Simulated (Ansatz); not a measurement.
P, a slab with vacuum:

```xyz
4
Lattice="3.2837 0.0000 0.0000 0.0000 34.8570 0.0000 0.0000 0.0000 4.6321" Properties=species:S:1:pos:R:3 pbc="T T T"
P     1.6419   33.8204    4.2052
P     1.6419    1.0366    0.4268
P     0.0000    1.0366    1.8892
P     0.0000   33.8204    2.7429
```

Base run:

* Program: Ansatz 0.2.0
* Functional: r2SCAN
* Potentials or basis: Ansatz PAW
* Cutoff: 500 eV
* Density cutoff: 2000 eV
* k mesh: 5 × 1 × 4
* Occupations: fermi-dirac, width 0.05 eV
* Spin: no spin polarisation

Its results: band gap on the k mesh 1.10 eV, direct; largest force 0.088 eV/Å.

Task: After a change of settings the same cell gave: band gap on the k mesh 0.88 eV, direct; largest force 0.265 eV/Å. Which change was it?
A. functional from r2SCAN to r2SCAN0
B. functional from r2SCAN to PBEsol; cutoff from 500 eV to 420 eV; density cutoff from 2000 eV to 1680 eV
C. functional from r2SCAN to PBE0; cutoff from 500 eV to 420 eV; density cutoff from 2000 eV to 1680 eV
D. k mesh from 5 × 1 × 4 to 8 × 1 × 6

Result: B.

r2SCAN gives the wider gap, since meta-GGAs in the generalised Kohn-Sham scheme recover part of the derivative discontinuity.

Caveats: odd divisions of the mesh miss points on the zone boundary, where band edges often lie, so the gap on the mesh can be too wide; the PAW data sets come from PBE, with cores solved anew for the run's functional, which leaves a small shift of forces and pressure.

Not every run made on this cell is shown here.
